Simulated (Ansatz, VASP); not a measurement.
BAs in VASP and in Ansatz

```
CELL_PARAMETERS angstrom
0.00000 2.38850 2.38850
2.38850 0.00000 2.38850
2.38850 2.38850 0.00000
ATOMIC_POSITIONS crystal
As 0.75000 0.75000 0.75000
B 0.00000 0.00000 0.00000
```

Alike in both runs: task single point; functional HSE(alpha, omega); k mesh 5 × 5 × 5; occupations fermi-dirac, width 0.05 eV; no spin polarisation.

|  | VASP | Ansatz |
| --- | --- | --- |
| version | VASP 6.6.1 | Ansatz 0.2.0 |
| potentials or method | VASP PAW PBE potentials, release 64 (As, B) | Ansatz PAW |
| plane-wave cutoff (eV) | 520 | 420 |
| valence electrons in the cell | 8 | 18 |

```csv
,VASP,Ansatz,Ansatz less VASP
gap on the k mesh at the Fermi level (eV),1.67,1.67,-0.008
least direct gap on the mesh (eV),3.94,3.94,+0.004
pressure (GPa),-0.1,0.0,+0.09
```

With one functional, cell and mesh, what is left measures potentials, basis and numerics. The two sets of potentials don't hold the same shells in valence.

Caveats: the k mesh is coarse (spacing up to 0.46 Å⁻¹), so the values aren't converged, least of all with exact exchange; the PAW data sets were made with another functional, which shifts forces and pressure a little (VASP); an odd mesh through Γ misses points on the zone boundary, where band edges often lie (VASP); odd divisions of the mesh miss points on the zone boundary, where band edges often lie, so the gap on the mesh can be too wide (Ansatz); the PAW data sets come from PBE, with cores solved anew for the run's functional, which leaves a small shift of forces and pressure (Ansatz); the thresholds are loose for stress (Ansatz).
